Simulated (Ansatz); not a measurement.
An element in the diamond structure gives these cold pressures by all-electron LAPW under PBE (Ansatz 0.2.0, scalar-relativistic, no spin polarisation).

```csv
V (Å³/atom),P (GPa)
79.51,0.02
69.97,0.64
62.02,1.37
54.07,2.24
46.12,3.33
39.76,4.60
34.19,5.61
```

**Question.** Which element is it?

**Answer.** Ca. Its zero-pressure volume in this structure is near 79.5 Å³/atom; the volume and the steepness of P(V) together point to it, though neighbours can come close. Other candidates weren't computed, and some may come near.
